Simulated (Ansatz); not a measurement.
# HfC (Fm-3m) in Ansatz: notebook

The runs below take HfC through density of states, phonons, elastic constants, with PBEsol.

Everything below comes from runs of Ansatz 0.2.0. Logs are shortened: lines on timing, memory, paths and dates and some standing lists are left out, and cuts for length are marked.

## 1. The crystal as given

It takes space group Fm-3m (No. 225, cubic). Conventional cell: a = 4.650 Å, b = 4.650 Å, c = 4.650 Å, α = 90.00°, β = 90.00°, γ = 90.00°. Around Hf (site symmetry m-3m) lie 6 C at 2.33 Å. C (site symmetry m-3m) has 6 Hf at 2.33 Å as nearest neighbours.

## 2. Density of states, PBEsol

File input.yaml:

```yaml
crystal:
  lattice:
    - [0.0, 2.325, 2.325]
    - [2.325, 0.0, 2.325]
    - [2.325, 2.325, 0.0]
  atoms:
    - { symbol: Hf, position: [0.5, 0.5, 0.5] }
    - { symbol: C, position: [0.0, 0.0, 0.0] }
kpoints:
  mp_grid: { grid: [10, 10, 10] }
scf:
  occupations: { method: fermi_dirac, width: 0.05 }
hamiltonian:
  xc: pbesol
  pseudopotentials: { kind: all_electron, datasets: crystal }
output:
  forces: true
  stress: true
  eigenvalues: true
  dos: { projected: false, de: 0.2, e_range: [-10, 10] }
```

Potentials or basis: all-electron PAW datasets made for the crystal.

Run with:

```sh
$ ansatz run input.yaml --threads 1 --pin off --max-ram 3072MiB --backend cpu --events-out ev --progress --plain --runs-dir out
```

Standard output:

```text
Warning: RAYON_NUM_THREADS=1 ignored (pool sized by the plan → 1); use --threads N
hamiltonian.pseudopotentials.datasets: crystal makes datasets for this crystal and solves the spheres of its atoms anew in each pass: cutoff 400.0 eV, the density's 1600.0 eV; for an error of 0.50 meV an atom under PBE, 1.0 meV for the cell; an energy difference from a run of another recipe may be off by several times the error for the cell, under r2SCAN by more, where some 0.1 meV an atom stays at smaller errors; C in spheres of 0.947 Å, 4 of its electrons in bands; Hf in spheres of 1.376 Å, 26 of its electrons in bands
Engine: ansatz 0.2.0, aarch64-unknown-linux-gnu
Pseudopotentials: kind: all_electron
Pseudopotential: Hf, paw, valence charge 26, recommended cutoff 400 eV (normal), crystal/all_electron/pbesol/scalar/gaussian/Hf, Koelling and Harmon's equation, gaussian nucleus
Pseudopotential: C, paw, valence charge 4, recommended cutoff 400 eV (normal), crystal/all_electron/pbesol/scalar/gaussian/C, Koelling and Harmon's equation, gaussian nucleus
Functional definition: PBEsol
  exchange = pbesol_x
  correlation = pbesol_c
Crystal: 2 atoms, lattice volume = 25.136 Å³
Basis set: ecut = 400 eV, 459 PW (Γ), exchange–correlation on 48×48×48 points (8 copies of the dense FFT grid, shifted against one another)
Bands: 19, of which v1, the nominal top of the filled ones, is band 15 counted from 1 (14 counted from 0)
Symmetry: 48 space group operations
Space group: Fm-3m (ITA 225), of the structure as read, at distance tolerance 2.9e-5 Å
k-points: 47 of 1000
Non-local potential: Hf, projectors of the file, l = 0: 2, l = 1: 2, l = 2: 1, l = 3: 2
Non-local potential: C, projectors of the file, l = 0: 1, l = 1: 1
PAW form: soft (Blöchl's): semilocal exchange-correlation on the pseudo side does not see the compensation charge
PAW one-centre angular grid: Hf, 590 points (default); XC on its mesh's 1825 points in the sphere
PAW one-centre angular grid: C, 110 points (default); XC on its mesh's 1951 points in the sphere
Initial density: superposition of atomic densities (neutral atoms: chi_scale 0, normalization atom)
Initial wavefunctions: pseudopotential atomic-orbital guess
Functional: x = pbesol(κ = 0.804, μ = 0.12345679012345678), c = pbesol(β = 0.046)
iter 1 solved again at ethr=2.64e-2 eV; its pass at ethr=1.00e-1 eV (dr2=7.93e0 eV) is discarded
SCF iter   1: F=—  HF=-411163.232675 eV  |F-HF|=—  |Δ(HF+E_count)|=         —  Δρ=1.41e-1  dr2=7.41e0  ethr=2.64e-2  ⟨swp⟩=2.0  Hψ=4159  notcnv=0
preconditioner: auto → none  [insulator: Δε(μ)=0.388 eV  Ē_g=17.643 eV  σ=0.050 eV  W_gap=0.54  n_scr=14 (ndim 8)  ℏωp=39.2 eV  f_vac=0.000  D(μ)=0.14/eV (n_scr^D=0)  ε∞_Penn≈5.9]
SCF iter   2: F=—  HF=-411162.328389 eV  |F-HF|=—  |Δ(HF+E_count)|=   9.04e-1  Δρ=1.01e-1  dr2=3.16e0  ethr=2.47e-2  ⟨swp⟩=3.6  Hψ=2200  notcnv=0
iter 3 solved again at ethr=1.26e-4 eV; its pass at ethr=1.05e-2 eV (dr2=3.77e-2 eV) is discarded
SCF iter   3: F=—  HF=-411161.508980 eV  |F-HF|=—  |Δ(HF+E_count)|=   8.19e-1  Δρ=1.63e-2  dr2=3.83e-2  ethr=1.26e-4  ⟨swp⟩=2.2  Hψ=3811  notcnv=0  defer=1
SCF iter   4: F=—  HF=-411161.521382 eV  |F-HF|=—  |Δ(HF+E_count)|=   1.24e-2  Δρ=4.89e-3  dr2=4.72e-3  ethr=1.26e-4  ⟨swp⟩=3.0  Hψ=2078  notcnv=0  defer=1
SCF iter   5: F=—  HF=-411161.522219 eV  |F-HF|=—  |Δ(HF+E_count)|=   8.37e-4  Δρ=1.50e-3  dr2=4.13e-4  ethr=1.57e-5  ⟨swp⟩=3.0  Hψ=1966  notcnv=0
SCF iter   6: F=—  HF=-411161.523805 eV  |F-HF|=—  |Δ(HF+E_count)|=   1.59e-3  Δρ=1.76e-3  dr2=5.61e-4  ethr=1.38e-6  ⟨swp⟩=3.0  Hψ=1990  notcnv=0
SCF iter   7: F=—  HF=-411161.523550 eV  |F-HF|=—  |Δ(HF+E_count)|=   2.55e-4  Δρ=6.18e-4  dr2=7.49e-5  ethr=1.38e-6  ⟨swp⟩=3.0  Hψ=1812  notcnv=0
SCF iter   8: F=—  HF=-411161.523491 eV  |F-HF|=—  |Δ(HF+E_count)|=   5.88e-5  Δρ=1.66e-4  dr2=5.54e-6  ethr=2.50e-7  ⟨swp⟩=3.0  Hψ=2038  notcnv=0
SCF iter   9: F=—  HF=-411161.523413 eV  |F-HF|=—  |Δ(HF+E_count)|=   7.80e-5  Δρ=3.38e-5  dr2=2.34e-7  ethr=1.85e-8  ⟨swp⟩=3.0  Hψ=1799  notcnv=0
SCF iter  10: F=—  HF=-411161.523412 eV  |F-HF|=—  |Δ(HF+E_count)|=   5.74e-7  Δρ=6.35e-6  dr2=8.26e-9  ethr=7.82e-10  ⟨swp⟩=3.0  Hψ=2109  notcnv=0
SCF iter  11: F=-411161.523412 eV  HF=-411161.523412 eV  |F-HF|=1.05e-9  |Δ(HF+E_count)|=   3.03e-8  Δρ=6.41e-7  dr2=7.47e-11  ethr=2.75e-11  ⟨swp⟩=3.0  Hψ=2116  notcnv=0
SCF 1 converged in 11 iterations: F = -411161.523413 eV  dr2 = 7.47e-11
  Residual-converged pass: ⟨swp⟩=2.0  Hψ=1041  notcnv=0  max |occ|·‖R‖ = 5.3e-6 eV (tolerance 5.3e-6 eV)  dr2=7.31e-11  dr2_onsite=5.24e-9  max |Δocc| = 3.3e-12
SCF converged after 11 iterations
Free energy (F): -411161.523413 eV
Harris-Foulkes:  -411161.523413 eV  (|F-HF|=1.05e-9)
Internal energy: -411161.520638 eV  (E = F + TS)
E sigma→0 (E₀):  -411161.522025 eV
Entropy (-TS):   -0.002775 eV (-1.387 meV/atom)
Past the cutoff: the bands carry plane waves up to 1.75 times it, of which those up to 1.5 times it add -0.000348 eV an atom, each by itself; the spheres take 0.000219 eV an atom off the energy for waves past 1.75 times it
By the cutoff:   a pressure is off by up to 0.007 GPa (1.2 times the spheres' own share and the shells' term, over an atom's volume, and 0.004 GPa: a bound that held against runs at twice the plane waves)
Past the cutoffs: a stress includes 0.0007 GPa for waves and charges beyond them, in addition to the slope of what the spheres take
In the spheres:  the bands' charges fall short by 1.3e-6 e at most (sound up to 1e-3)
Fermi energy:    20.371723 eV
--- Per-component energies (eV) ---
  E_band       = 118.869616
  E_kinetic    = 314.098992
  E_local      = -3836.075447  (includes V_loc(G=0)·N_el)
  E_nonlocal   = -2187.266069
  E_hartree    = 2003.657873
  E_xc         = -125.909749
  E_vxc        = -164.513892  (∫ρ·V_xc dr)
  E_paw        = -418884.779326  (= ΣΔE_a)
  E_vpaw       = -14832.882662  (= ΣTr[D̂ρ^β])
  E_ewald      = -5263.440471
  E_smearing   = -0.002775  (= −TS)
  E_closure    = 16818.193560  (closes the sum)
  Σ components = -411161.523413   (vs F -411161.523413, Δ=0.00e0)
  The terms above E_closure are by the made datasets' own strengths, without shells solved beside the bands.
--- Forces (eV/Å), atoms counted from 1 ---
  atom   1  Hf     0.00000000    -0.00000000    -0.00000000
  atom   2  C     -0.00000000     0.00000000     0.00000000
  max |Σ_I F_I| component: 3.58e-29 eV/Å
--- Stress (GPa, compression-positive) ---
       -6.476512       0.000000      -0.000000
        0.000000      -6.476512       0.000000
       -0.000000       0.000000      -6.476512
  P = ⅓ Tr σ = -6.4765 GPa (-64.765 kbar)
--- Band table (eV; the first three rows and the last of 47) ---
  k-point 0: bands = ["-40.7395", "-9.1962", "-9.1962", "-9.1962", "8.0227", "9.2813", "9.2895", "9.2895", "9.2895", "9.3714", "9.3714", "9.3714", "21.4043", "21.4043", "21.4043", "21.6442", "21.6442"]
  k-point 1: bands = ["-40.7356", "-9.2658", "-9.2030", "-9.2030", "8.2658", "9.2850", "9.2953", "9.2953", "9.2962", "9.3659", "9.3659", "9.3716", "19.9786", "20.3706", "20.3706", "22.0676", "22.0676"]
  k-point 2: bands = ["-40.7255", "-9.4433", "-9.2205", "-9.2205", "8.8854", "9.2951", "9.3107", "9.3107", "9.3525", "9.3525", "9.3722", "9.3767", "18.1975", "19.1101", "19.1101", "22.8103", "22.8103"]
  k-point 46: bands = ["-40.6852", "-9.6728", "-9.5598", "-9.4427", "9.2759", "9.3140", "9.3186", "9.3186", "9.3403", "9.3459", "9.3459", "10.6855", "17.5711", "17.5726", "17.6696", "22.9731", "24.9534"]
```

dos.tsv:

```text
# E-E_F[eV]	g_bin_mean(E)[states/eV]	N(E)
# format = ansatz-dos/2
# fermi_ev = 20.371723
# fermi_mp_grid = 10 10 10
# fermi_mp_shift = 0 0 0
# levels_not_solved_further = solved_sites
# tetrahedron_fermi_ev = 20.378755
# levels_read_in_place: this table is built on the levels of the run's own state as they stand, and no solve holds the run's band table (levels_not_solved_further names the reason, in the words of bands.not_solved_further in the JSON report). Each level is converged only as far as the self-consistency loop (at a density that was read, or that a workflow's scf step handed on, the one solve at it), or a further solve at its close, took it, and the bands are not shown to hold every level, so a level may be missing and a value may be a higher level than its place says. The run's notice product_built_on_unsolved_table says the same. The notice band_table_not_solved_further in this run's record says why the table was not solved and what to do about it.
# g_bin_mean(E): the states in a bin one row spacing wide, centred on E, divided by that spacing. States that the method places at a single energy (under output.dos.method: tetrahedron, those of a tetrahedron whose four corners have one energy) are counted whole in the row whose bin holds that energy (on the edge of two bins, in the lower row). The sum of g_bin_mean over a run of rows, times the row spacing, is the number of states from half a spacing under the first of them to half a spacing over the last (a plain sum, not the trapezoid rule).
-10.000000	1.008598e0	2.262535e1
-9.800000	1.165047e0	2.284746e1
-9.600000	1.415731e0	2.309796e1
-9.400000	1.582420e0	2.339954e1
-9.200000	1.156367e0	2.370227e1
-9.000000	5.905849e-1	2.386482e1
[... 93 lines left out ...]
9.800000	0.000000e0	3.800000e1
10.000000	0.000000e0	3.800000e1
```

Run time: 8.2 s. Hardware: 1 thread of Arm Neoverse V1, shared host; peak memory 0.45 GiB.

What came out:

| Item | Value |
| --- | --- |
| Free energy | -411161.5234 eV |
| Pressure | -6.5 GPa |
| Band gap on the k mesh | none (metal or under the smearing width) |

Levels at points of the mesh, in eV from the Fermi level:
```tsv
k point	band 13	band 14	band 15	band 16	band 17
(0.00, 0.00, 0.00)	1.03	1.03	1.03	1.27	1.27
(0.00, 0.00, -0.50)	-6.24	-3.07	-3.07	5.22	5.22
(0.00, -0.50, -0.50)	-2.66	-1.89	-0.10	-0.10	5.22
```

States per cell in windows of 1 eV (zero at the Fermi level; states under -8 eV left out):
```tsv
from (eV)	total
-8.0	0.00
-7.0	0.01
-6.0	0.28
-5.0	0.84
-4.0	0.72
-3.0	2.81
-2.0	1.00
-1.0	0.35
0.0	0.30
1.0	0.52
2.0	0.70
3.0	0.88
4.0	1.28
5.0	1.91
6.0	1.29
7.0	0.77
```

Caveat: the program warned that the printed levels may be off, so bands, gaps and densities of states are rough. Spin-orbit coupling is left out, which matters for the levels of Hf.

## 3. Phonons, PBEsol

input.yaml: that of step 2 with these lines changed.

```diff
@@ -14,7 +14,6 @@
   xc: pbesol
-  pseudopotentials: { kind: all_electron, datasets: crystal }
-output:
-  forces: true
-  stress: true
-  eigenvalues: true
-  dos: { projected: false, de: 0.2, e_range: [-10, 10] }
+  pseudopotentials: { kind: all_electron, lapw: { basis_error: 0.001 } }
+output: {}
+phonons:
+  method: fd
+  supercell: [1, 1, 1]
```

Potentials or basis: all-electron LAPW, scalar-relativistic.

Run with:

```sh
$ ansatz run input.yaml --threads 1 --pin off --max-ram 3072MiB --backend cpu --events-out ev --progress --plain --runs-dir out
```

Standard output:

```text
Warning: RAYON_NUM_THREADS=1 ignored (pool sized by the plan → 1); use --threads N
LAPW: plane waves up to 9.215 Å⁻¹, error target 1.0e-3 eV per atom; small_component_spin mean_spin; C in spheres of 0.922 Å, 6 of its electrons in bands, Dirac shells []; Hf in spheres of 1.333 Å, 42 of its electrons in bands, Dirac shells [] (how accurate: hamiltonian.pseudopotentials.lapw.basis_error, Limitations)
Engine: ansatz 0.2.0, aarch64-unknown-linux-gnu
Pseudopotentials: kind: all_electron
Pseudopotential: Hf, LAPW, valence charge 42, lapw/all_electron/scalar/gaussian/Hf, Koelling and Harmon's equation, gaussian nucleus
Pseudopotential: C, LAPW, valence charge 6, lapw/all_electron/scalar/gaussian/C, Koelling and Harmon's equation, gaussian nucleus
Functional definition: PBEsol
[... 77 lines left out ...]
  k-point 2: bands = ["-351.8817", "-351.8817", "-351.8817", "-242.9307", "-179.9715", "-179.9715", "-179.9715", "-179.9540", "-179.9540", "-40.7255", "-9.4433", "-9.2205", "-9.2205", "8.8854", "9.2948", "9.3109", "9.3109", "9.3524", "9.3524", "9.3721", "9.3768", "18.1975", "19.1101", "19.1101", "22.8103", "22.8103", "23.0141", "26.7768", "26.7768"]
  k-point 46: bands = ["-351.8817", "-351.8817", "-351.8817", "-242.9307", "-179.9715", "-179.9715", "-179.9715", "-179.9540", "-179.9540", "-40.6852", "-9.6728", "-9.5598", "-9.4427", "9.2760", "9.3139", "9.3185", "9.3186", "9.3399", "9.3461", "9.3461", "10.6855", "17.5711", "17.5726", "17.6696", "22.9731", "24.9533", "27.0306", "27.2171", "28.6614"]
--- Phonons: 2 displaced members + reference (amplitude 0.01 Å, Σ member SCF iterations 16) ---
  symmetry images taken by strict's conditions (phonons.symmetry_images: auto; settled by no image being taken that strict refuses)
  ASR residual: 2.784e-4 → 0.000e0 eV/Å²; symmetrization residual: 9.736e-5 eV/Å²
  largest component of a force at the reference: 2.2e-30 eV/Å
  ASR residual per site (eV/Å²): 2.78e-4 1.92e-4
  Γ frequencies (cm⁻¹): 0.00 0.00 0.00 433.59 433.59 433.59
  density of states and harmonic sums: on the 23×23×23 q-mesh, interpolated from the force constants of a 1×1×1 supercell (no non-analytic term)
  largest difference from the sums on the solved wave vectors: F 5.18e-1 eV, S 7.77e-4 and C_V 2.58e-4 eV/K
  zero-point energy: 0.096701 eV/cell   skipped modes (ω ≤ 0): 3   left out of the sums: 4.11e-5 of the cell's modes: C_V's classical limit lies that fraction below 3 k_B per atom; for a crystal, a wire or a layer, F and S can be off by more, and a phonons.interpolated_qmesh denser along its periods is the remedy for the sampling
```

phdos.tsv:

```text
# omega_inv_cm	omega_thz	g_bin_mean(omega)[modes/inv_cm]
# format = ansatz-phdos/2
# interpolated_qmesh = 23 23 23
# force_constants_supercell = 1 1 1
# lo_to_splitting: not included (the non-analytic LO-TO correction is not applied to the interpolated dynamical matrix; polar crystals: no LO-TO splitting at GAMMA, and LO and other optical branches, acoustic branches and sound speeds, and with them the density of states and the thermodynamics, can be off between the wave vectors that the force constants were sampled on, most near GAMMA; a larger extent of the force constants narrows that region and is not shown to mend the acoustic slopes)
# g_bin_mean(omega): the modes in a bin one row spacing wide, centred on omega, divided by that spacing. A flat band (one whose frequency is the same at every q-point) is counted whole in the row whose bin holds it (on the edge of two bins, in the lower row). The modes of the run's own cell are the sum of g_bin_mean times the row spacing in inv_cm (a plain sum, not the trapezoid rule); for a one-atom cell on a GAMMA-only q-mesh every row is zero, so that sum is 0, not 3
0.000000	0.000000	2.720485e-8
0.867188	0.025998	7.073261e-7
1.734375	0.051995	2.666075e-6
2.601563	0.077993	5.930657e-6
3.468751	0.103991	1.050107e-5
4.335938	0.129988	1.637732e-5
[... 493 lines left out ...]
432.726652	12.972819	1.606890e-2
433.593840	12.998816	2.855718e-3
```

phthermo.tsv:

```text
# format = ansatz-phthermo/1
# interpolated_qmesh = 23 23 23
# force_constants_supercell = 1 1 1
# non_analytic_term = not included (the non-analytic LO-TO correction is not applied to the interpolated dynamical matrix; polar crystals: no LO-TO splitting at GAMMA, and LO and other optical branches, acoustic branches and sound speeds, and with them the density of states and the thermodynamics, can be off between the wave vectors that the force constants were sampled on, most near GAMMA; a larger extent of the force constants narrows that region and is not shown to mend the acoustic slopes)
# zero_point_energy_ev = 9.6701500000e-2
# n_skipped_modes = 3
# share_of_modes_left_out = 4.1094764527e-5
# rigid_motions_known_by = geometry
# t_k	f_vib_ev	s_ev_per_k	c_v_ev_per_k
0.0000	9.6701500000e-2	0.0000000000e0	0.0000000000e0
10.0000	9.6700771195e-2	3.3270533761e-7	1.1422927259e-6
20.0000	9.6683919870e-2	4.1859573084e-6	1.6043139662e-5
30.0000	9.6583150995e-2	1.7814252895e-5	5.6799234256e-5
40.0000	9.6297100146e-2	4.0495598886e-5	1.0219790994e-4
50.0000	9.5759199361e-2	6.7460444956e-5	1.3921179751e-4
[... 93 lines left out ...]
990.0000	-6.2436116219e-1	1.1561905198e-3	5.0861509804e-4
1000.0000	-6.3594867173e-1	1.1613031008e-3	5.0877943061e-4
```

Run time: 86 s. Hardware: 1 thread of Arm Neoverse V1, shared host; peak memory 0.41 GiB.

Results:

- Free energy: -411161.5228 eV
- Band gap on the k mesh: none (metal or under the smearing width)
- Highest phonon frequency at Γ: 434 cm⁻¹

Phonon frequencies in cm⁻¹ (negative: imaginary):
```
              q point        frequencies
(0.000, 0.000, 0.000)  0 0 0 434 434 434
```

Caveat: a metal's response needs a denser mesh. Spin-orbit coupling is left out, which matters for the levels of Hf.

(Part 1 of 2 ends here.)
